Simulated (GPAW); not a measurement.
Crystal: KCl (Sylvite).

```
K Cl
1.0
     0.00000    3.14647    3.14647
     3.14647    0.00000    3.14647
     3.14647    3.14647    0.00000
K Cl
1 1
Cartesian
  0.0000 0.0000 0.0000
  3.1465 3.1465 3.1465
```

Base run:

| Property | Result |
| --- | --- |
| Program | GPAW 26.7.0 |
| Functional | PBE |
| Potentials or basis | GPAW PAW data sets (gpaw-data 1.2.1) |
| Cutoff | 450 eV |
| Basis | pw |
| k mesh | 6 × 6 × 6 |
| Occupations | fermi-dirac, width 0.05 eV |
| Spin | no spin polarisation |

Its results: band gap on the k mesh 5.19 eV, direct; pressure 0.3 GPa.

**Question.** The run is repeated on the same cell with these changes: functional from PBE to r2SCAN; cutoff from 450 eV to 600 eV; k mesh from 6 × 6 × 6 to 7 × 7 × 7. What comes out?

**Answer.** Band gap on the k mesh 5.83 eV, direct; pressure -0.1 GPa.

Several settings changed at once, so the effect can't be laid on one alone.

Caveats: the cutoff is short for stress and forces, so pressures can be off by a GPa or more (some runs); the PAW data sets were made with another functional, which shifts forces and pressure a little (some runs).
